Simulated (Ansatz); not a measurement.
**EuS: frozen-core PAW against all-electron methods**

```
Eu S
1.0
     0.00000    2.97850    2.97850
     2.97850    0.00000    2.97850
     2.97850    2.97850    0.00000
Eu S
1 1
Direct
  0.00000 0.00000 0.00000
  0.50000 0.50000 0.50000
```

Atoms are numbered in the order listed.

The conventional cell has a = 5.957 Å, b = 5.957 Å, c = 5.957 Å, α = 90.00°, β = 90.00°, γ = 90.00°. Around Eu (atom 1) lie 6 S at 2.98 Å. Around S (atom 2) lie 6 Eu at 2.98 Å.

The cell is COD entry 1010394, as deposited and not checked against the literature; nothing was relaxed. It is an old determination, and later ones may differ.

Where the f shell is localised, expect the real compound to differ from this run without U.

Other magnetic orders may lie lower; this is the state that the run reached.

No spin–orbit coupling, which matters for the heavy atoms here.

Methods: DFT, PBE, PAW with Ansatz's default frozen-core files, scalar-relativistic (Ansatz 0.2.0); DFT, PBE, all-electron PAW with datasets made for the crystal, scalar-relativistic (Ansatz 0.2.0); DFT, PBE, all-electron LAPW, scalar-relativistic (Ansatz 0.2.0).

For PAW: a Γ-centred 10×10×10 k mesh, Fermi–Dirac smearing of 0.05 eV, cutoff 420 eV, spin-polarised from start moments Eu1 7 μB. The crystal-made all-electron datasets (AE datasets) take a cutoff of 280 eV at this cell. LAPW targets a basis error of 0.25 meV/atom. The Ansatz runs share mesh, smearing and spin set-up. Plane-wave (PAW) pressures include the program's estimate of the Pulay term.

Stress and pressure are positive in compression.

Levels count from the Fermi level.

```csv
quantity,PAW,AE datasets,LAPW
pressure (GPa),-2.49,-2.39,-2.39
moment of the cell (μB),6.985,6.986,6.986
highest filled spin-up level at X (eV),-0.116,-0.118,-0.117
lowest empty spin-up level at X (eV),3.094,3.112,3.112
highest filled spin-up level at K (eV),-0.236,-0.236,-0.236
lowest empty spin-up level at K (eV),0.802,0.808,0.808
```

PAW's pressure differs from the LAPW value by -0.10 GPa.
